## Results and discussion

A lattice constant near 5.65 Å converts simply into other scales. A change of 0.01 Å is a linear strain of about 0.2 %, and in a crystal as stiff as GaAs it corresponds to a pressure of about 0.4 GPa, by the relation derived under question 3. The measured values consulted for the bulk crystal span 0.0008 Å, less than a tenth of that step. The computed values below cover fifteen such steps.

Kohn-Sham DFT lattice constants of zinc-blende GaAs (two-atom cell) from equation-of-state fits over seven volumes, without spin polarization or spin-orbit coupling and with Fermi-Dirac smearing of 0.05 eV. The last column is relative to the measured cubic lattice constant of 5.653 Å (bulk crystal, high-resolution XRD, pmc:9457441).

```tsv
program	functional	how the value is got	potentials or basis	wave cutoff (eV)	k-mesh	computed lattice constant (Å)	computed over measured, less one (%)
ABINIT 10.8.3	LDA-VWN	from the rest volume of the fit	JTH-PAW-LDA-v2.0	463	8x8x8	5.601	-0.92
JDFTx 1.7.0 (patched build)	LDA	from the rest volume of the fit	PseudoDojo-SR-LDA-0.4.1-standard	1088	8x8x8	5.601	-0.92
ABINIT 10.8.3	LDA	from the rest volume of the fit	JTH-PAW-LDA-v2.0	463	8x8x8	5.602	-0.90
ABINIT 10.8.3	LDA-Teter	from the rest volume of the fit	JTH-PAW-LDA-v2.0	463	8x8x8	5.605	-0.86
ABINIT 10.8.3	LDA-VWN	from the rest volume of the fit	JTH-PAW-LDA-v2.0-sp	463	8x8x8	5.605	-0.86
ABINIT 10.8.3	LDA	from the rest volume of the fit	JTH-PAW-LDA-v2.0-sp	463	8x8x8	5.606	-0.83
ABINIT 10.8.3	LDA-PZ	from the rest volume of the fit	JTH-PAW-LDA-v2.0-sp	463	8x8x8	5.607	-0.81
ABINIT 10.8.3	LDA-Teter	from the rest volume of the fit	JTH-PAW-LDA-v2.0-sp	463	8x8x8	5.608	-0.79
GPAW 26.7.0	LDA	from the rest volume of the fit	GPAW-PAW-data-sets-(gpaw-data-1.2.1)	600	8x8x8	5.632	-0.38
ABINIT 10.8.3	revPBE+D3(BJ)	from the rest volume of the fit	JTH-PAW-PBE-v2.0	463	8x8x8	5.652	-0.02
ABINIT 10.8.3	WC	from the rest volume of the fit	JTH-PAW-PBE-v2.0	463	8x8x8	5.662	0.16
ABINIT 10.8.3	PBEsol	from the rest volume of the fit	JTH-PAW-PBE-v2.0	327	8x8x8	5.662	0.17
ABINIT 10.8.3	PBE+D3(BJ)	from the rest volume of the fit	JTH-PAW-PBE-v2.0	463	8x8x8	5.677	0.43
ABINIT 10.8.3	revPBE+D3	from the rest volume of the fit	JTH-PAW-PBE-v2.0	463	8x8x8	5.704	0.89
ABINIT 10.8.3	PBE+D3	from the rest volume of the fit	JTH-PAW-PBE-v2.0	463	8x8x8	5.706	0.94
GPAW 26.7.0	vdW-DF-cx	from the rest volume of the fit	GPAW-PAW-data-sets-(gpaw-data-1.2.1)	600	8x8x8	5.718	1.16
GPAW 26.7.0	revPBE+D3	from the rest volume of the fit	GPAW-PAW-data-sets-(gpaw-data-1.2.1)	600	8x8x8	5.726	1.29
GPAW 26.7.0	PBE+D3	from the rest volume of the fit	GPAW-PAW-data-sets-(gpaw-data-1.2.1)	600	8x8x8	5.729	1.34
ABACUS 3.10.1	PBE	from the rest volume of the fit	PseudoDojo-NC-SR-0.4.1-PBE-standard	1143	8x8x8	5.748	1.68
Quantum ESPRESSO 7.5	PBE	from the rest volume of the fit	SSSP-1.3-efficiency-PBE	952	8x8x8	5.749	1.71
```

Each computed lattice constant a comes from an equation-of-state fit to the energies at seven volumes around the given cell. The fit yields the rest volume V₀ per atom and the bulk modulus B₀, and a = (8 V₀)^(1/3) because the cubic zinc-blende cell holds eight atoms. The last column is the error of a relative to the measured 5.653 Å. The datasets marked "sp" treat 5 electrons of As as valence, while the other JTH datasets treat 15 and so let the As 3d shell respond.

### 1. Which moves the result more, the code or the functional?

The functional does, by a wide margin, once the GPAW rows are set aside for question 5. JDFTx with norm-conserving potentials and ABINIT with PAW datasets differ by 0.001 Å for LDA, and Quantum ESPRESSO and ABACUS differ by the same amount for PBE. The mean of the two PBE rows lies 0.144 Å above the mean of the eight LDA rows outside GPAW. The change of functional is thus about a hundred times the disagreement within these pairs of codes. The pairs are the closest ones: against the ABINIT "sp" dataset JDFTx differs by 0.005 Å, and the factor drops to about thirty.

Finer choices inside LDA stay at the small end. The Teter and VWN forms are different fits to the same uniform electron gas, and they differ by 0.003 to 0.004 Å, with the order VWN, LDA, Teter repeated in both ABINIT datasets. Freezing the As 3d shell lengthens the cell by a similar amount in all three matched pairs, as befits a deep shell that takes little part in the bond. All eight rows together span 0.007 Å, or errors from −0.92 to −0.79 % relative to the measurement.

### 2. Why is LDA short and PBE long?

All nine LDA rows lie under the measured value, both plain PBE rows lie about 1.7 % over it, and WC and PBEsol fall between at just under +0.2 %. The runs describe a static lattice without spin-orbit coupling, whereas the measurement holds thermal and zero-point expansion. Those omissions are common to every row, so the distance between LDA and PBE belongs to the functional. The table establishes this order, and the reason for it is a standard argument.

A gradient-corrected functional of the PBE family multiplies the LDA exchange energy density by an enhancement factor F(s) ≥ 1. Here s is the reduced gradient, proportional to |∇n|/n^(4/3), which is large where the density n is thin and falls off steeply. Pulling the atoms apart thins the density between them and makes it more atom-like, so s grows and the extra exchange energy becomes more negative. The gradient term therefore rewards expansion and acts like an outward pressure on the LDA crystal. Gradient terms in correlation oppose this in part, but exchange wins.

The size of the push broadly follows how fast F rises. WC and PBEsol are built with a weaker rise than PBE in the range of s that matters for solids, and they stop between LDA and PBE. The two differ from each other in the shape of F and in correlation, so F alone does not rank them. revPBE lets F climb higher than PBE at large s and is known to give longer cells still. From LDA to PBE the crystal softens as the cell grows: B₀ averages 74.2 GPa for the eight LDA rows and 60.5 GPa for PBE, because a bond evaluated at a greater length sits on a flatter part of its curve. At equal volume the order is reversed: the pressures on either side of the given cell yield about 65 GPa for LDA in ABINIT and 77 GPa for PBE in ABACUS, so the greater length outweighs a stiffer curve. A functional that misplaces a thus hands on a related error to the elastic response.

### 3. How far does an added energy term move the cell?

One estimate without adjustable parameters covers this. Let a term be added to the energy that pulls inward with a pressure ΔP, equal to the slope of that term with volume. The crystal contracts until its own restoring pressure balances the pull, and by the definition of the bulk modulus this means ΔV/V = −ΔP/B₀. Since V is proportional to a³, the relative change of a is a third of that of V:

|Δa| = a ΔP / (3 B₀)

The cleanest case in the table is the ABINIT pair PBE+D3 and PBE+D3(BJ). The D3 term is a sum of atom-pair attractions added after the electronic problem is solved, and the two runs do give identical band gaps at every volume. Their pressures differ by the dispersion term alone. Interpolated to the volume midway between the two minima, that difference is 0.98 GPa. With the mean lattice constant (5.706 + 5.677)/2 ≈ 5.69 Å and the mean modulus (64 + 67)/2 = 65.5 GPa,

|Δa| = 5.69 Å × 0.98 GPa / (3 × 65.5 GPa) = 0.028 Å.

Carried without rounding, the estimate is 0.0285 Å, the same as the difference between the lattice constants from the two fitted rest volumes. For the revPBE pair a pull of 1.84 GPa gives 0.0513 Å against 0.0514 Å from the fits. Such agreement is close to an identity, since pressures, moduli and minima all describe the same curves and midpoint values cancel the leading curvature. It confirms that the runs are consistent and that the formula converts pressure into length reliably over this range, but it is no test of the physics in D3.

Why the Becke-Johnson form pulls harder is a matter of argument, with plain D3 read by the usual convention as zero damping. Zero damping turns the pair attraction off as two atoms approach bonding distance, so that shortening the Ga–As bond gains little and can even cost dispersion energy. Becke-Johnson damping lets the attraction level off at a finite value, and nearest neighbours keep pulling. The two forms also carry separately fitted strengths for each functional, so the shift reflects shape and strength together.

### 4. Why do PBE+D3 and revPBE+D3 nearly coincide?

The two differ by 0.002 Å in ABINIT and 0.003 Å in GPAW, although revPBE exchange is the more expansive. The GPAW runs list the D3 energy volume by volume, and its slope near the minimum gives the pull directly. It is 1.36 GPa for PBE and 2.79 GPa for revPBE. D3 parameters are fitted functional by functional, and a more repulsive parent receives a stronger correction, here twice as strong.

The listed energies were read as belonging to the two-atom cell, and an independent comparison supports this. So read, the PBE pull at the given cell is 1.46 GPa. The pressure difference between plain PBE in ABACUS and PBE+D3 in ABINIT at that cell is 1.61 GPa, a looser figure because it spans two codes and because ABINIT prints its pressures somewhat too low (question 6), but far from the doubled value of a per-atom reading.

Removing the pull with the formula lengthens the GPAW cells by 0.039 Å for PBE and 0.078 Å for revPBE. The parents therefore differ by about 0.04 Å, and the corrections cancel that difference almost exactly. So close a cancellation is not a rule of the scheme: with Becke-Johnson damping, also fitted to each functional, revPBE ends 0.025 Å below PBE in ABINIT. Here the estimate is weaker than in question 3, because it uses the modulus of the corrected crystal while the bare one is softer, which makes both shifts too small. The implied bare values also lie beyond the largest volume computed, a = 5.765 Å, slightly for PBE and clearly for revPBE, and hold to the second decimal at best.

### 5. What sets GPAW apart?

In all three matched pairs GPAW gives a longer cell than ABINIT: by 0.030 Å for LDA, 0.023 Å for PBE+D3 and 0.022 Å for revPBE+D3. An offset of one sign and similar size under three functionals points to something the rows share, such as the datasets. The same runs give band gaps at the given cell about 0.08 eV wider than ABINIT for all three functionals, so the electronic structure itself differs.

The cause is untested, and what follows is a guess with some support. GPAW used 11 bands, which hold at most 22 electrons, whereas both 3d shells in the valence would need room for 28. At least one 3d shell is therefore frozen, and probably both: with 8 valence electrons the 11 bands leave 7 empty, as in the JDFTx run, while 18 electrons would leave only 2. ABINIT supplies a control for As 3d, whose freezing widens the LDA gap by 0.016 eV and lengthens the cell as found under question 1, the same signs as the GPAW offset at a fraction of its size. A frozen Ga 3d shell could supply the rest of the gap widening, since an active one is shallower than As 3d, overlaps the bond more and normally pushes the As p valence-band top upward, narrowing the gap. Whether freezing it would also lengthen the cell by the remaining 0.026 Å is not shown by these runs.

Whatever the cause, the offset distorts comparisons across codes. Measured from plain PBE in ABACUS, D3 seems to shorten the cell by 0.042 Å if the ABINIT row is used and by 0.019 Å if the GPAW row is used. The shift found inside GPAW under question 4 sides with the larger figure. For the same reason the GPAW LDA error of −0.38 %, the smallest among the LDA rows, is an offset working against overbinding, and the vdW-DF-cx row can be ranked fairly against other GPAW rows only.

### 6. What would change if the cell were set by zero pressure instead of lowest energy?

With a complete basis the two agree, and with a finite plane-wave cutoff they part. The analytic stress is a derivative at a fixed number of plane waves, while the energies of the fit are taken at a fixed cutoff, where a larger cell admits more waves and gains energy from them. The printed pressure omits that gain and lies below the slope of the energies, as the ABINIT runs warn. For WC at 463 eV the printed pressure at the fitted minimum is −0.11 GPa, and its zero lies at 5.659 Å instead of 5.662 Å.

PBEsol uses the same dataset at 327 eV, and there the two criteria part much further. The printed pressure at the fitted minimum is −1.56 GPa, and a relaxation to zero stress would stop near 5.621 Å, about 0.04 Å short of the energy minimum. The formula of question 3 converts that pressure into the same length. A basis error of this kind is larger than the GPAW offset and would reverse the sign of the error against the measurement.

The table takes its values from energies and escapes this shift, but the low cutoff still leaves a mark. The PBEsol fit scatters 7.4 times as much as the WC fit, and the pressure derivative of its modulus comes out as 3.40 against 5.11 for WC. Both symptoms are what a basis that changes in steps with volume produces. The two rows print the same a, and that tie carries no ranking of the functionals.

### 7. Is −0.02 % a sign of accuracy, and which digits hold?

The revPBE+D3(BJ) row is compared with a crystal that vibrates, while the calculation holds the nuclei still. Thermal and zero-point expansion together amount to roughly 0.01 Å, a rough recalled size. Against a target lowered by that much the row moves from −0.02 % to about +0.16 %, and GPAW's LDA overtakes WC and PBEsol. The order among the closest rows thus depends on a correction that the static energies do not contain.

The near hit is also a balance of two large opposed terms, an expansive exchange and a strong dispersion pull. Changing the damping form, together with the strengths fitted to it, moves this row by 0.052 Å, to an error of +0.89 %. The ABINIT rows for WC, PBEsol and revPBE moreover run on datasets generated for PBE, so their cores belong to another functional. Starting from plain PBE, what narrows the distance to experiment in this table is either a weaker gradient term or an added attraction, and one crystal is too little to choose between these routes.

Rounding to the third decimal shifts a value by up to 0.0005 Å, or 0.009 % of a, which is why two rows at 5.662 Å show slightly different errors. That decimal is meaningful for differences within one code, dataset and cutoff, where shared errors cancel. The agreement between codes is obtained on one k-mesh and one smearing width, so it leaves convergence in these two settings untested. This is likely to matter most for plain PBE, whose minimum lies near the large-volume end of the fitted range, where semilocal gaps shrink toward the smearing width. The LDA runs that list gaps print zero at the two largest volumes, and WC and PBEsol at the largest, so these fits include points where the gap has closed, though well away from their minima. An absolute value across datasets is good to a few hundredths of an ångström and across functionals to about a tenth, so a lattice mismatch of tenths of a per cent has to come from differences at matched settings or from measurement.
